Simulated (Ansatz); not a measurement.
# CdTe: the cost of one run

Computed with Ansatz 0.2.0 (DFT PBE, scalar-relativistic, plane waves, PAW, unless a step's input says otherwise).

The COD entry's cell or inner coordinates are ideal or old and differ from later refinements, so a difference from it is no clean test against experiment.

4 further runs of the same task are left out: 4 set aside as unsound or not needed.

## Step 1: The starting structure

Symmetry: F-43m, No. 216, cubic system. The conventional cell has a = 6.619 Å, b = 6.619 Å, c = 6.619 Å, α = 90.00°, β = 90.00°, γ = 90.00°. Around Cd (site symmetry -43m) lie 4 Te at 2.87 Å. Te (site symmetry -43m) is surrounded by 4 Cd at 2.87 Å.

Structure file:

```xyz
2
Lattice="0.0000 3.3093 3.3093 3.3093 0.0000 3.3093 3.3093 3.3093 0.0000" Properties=species:S:1:pos:R:3 pbc="T T T"
Cd    0.0000    0.0000    0.0000
Te    4.9639    4.9639    4.9639
```

It is the result of an earlier relaxation at this level (volume 36.24 Å³/atom; gap on the mesh: 0.59 eV).

## Step 2: The cell under 50 GPa

What is minimised here is the enthalpy; the energy can go up as the cell is squeezed.

Contents of input.yaml:

```yaml
crystal:
  lattice:
    - [0.0, 3.3092645818, 3.3092645818]
    - [3.3092645818, 0.0, 3.3092645818]
    - [3.3092645818, 3.3092645818, 0.0]
  atoms:
    - { symbol: Cd, position: [0.0, 0.0, 0.0] }
    - { symbol: Te, position: [0.75, 0.75, 0.75] }
basis:
  ecutwfc: 420
kpoints:
  mp_grid: { grid: [10, 10, 10] }
hamiltonian:
  xc: pbe
scf:
  occupations: { method: fixed }
output:
  forces: true
  stress: true
  eigenvalues: true
relax:
  adjacent_minimum: "off"
  f_tol: 0.001
  max_steps: 60
  cell: { stress_tol: 0.02, p_target: 50.0 }
```

Run with:

```console
ansatz run input.yaml --threads 1 --pin off --max-ram 3072MiB --backend cpu --events-out ev --progress --plain --runs-dir out
```

Q: Estimate wall time and peak memory on 1 thread of Intel Xeon Platinum 8488C (Sapphire Rapids), shared host.

About 67 s, with a peak of 0.47 GiB.
